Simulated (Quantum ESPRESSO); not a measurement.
SnO2 (Cassiterite):

```
CELL_PARAMETERS angstrom
4.73800 0.00000 0.00000
0.00000 4.73800 0.00000
0.00000 0.00000 3.18650
ATOMIC_POSITIONS crystal
Sn 0.50000 0.50000 0.50000
Sn 0.00000 0.00000 0.00000
O 0.80710 0.19290 0.50000
O 0.69290 0.69290 0.00000
O 0.19290 0.80710 0.50000
O 0.30710 0.30710 0.00000
```

Base run:

| Property | Result |
| --- | --- |
| Program | Quantum ESPRESSO 7.5 |
| Functional | PBEsol |
| Potentials or basis | GBRV 1.5 PBEsol |
| Cutoff | 925 eV |
| Density cutoff | 7401 eV |
| k mesh | 6 × 6 × 8 |
| Occupations | fermi-dirac, width 0.05 eV |
| Spin | no spin polarisation |

Its results: band gap on the k mesh 1.19 eV, direct; pressure 5.0 GPa; largest force 0.214 eV/Å.

Problem. The run is repeated on the same cell with these changes: functional from PBEsol to LDA; potentials or basis from GBRV 1.5 PBEsol to GBRV 1.5 LDA. What comes out?

Solution. Band gap on the k mesh 1.15 eV, direct; pressure -0.1 GPa; largest force 0.165 eV/Å.

Caveats: spin-orbit coupling is left out, which moves the levels of the heavy elements.
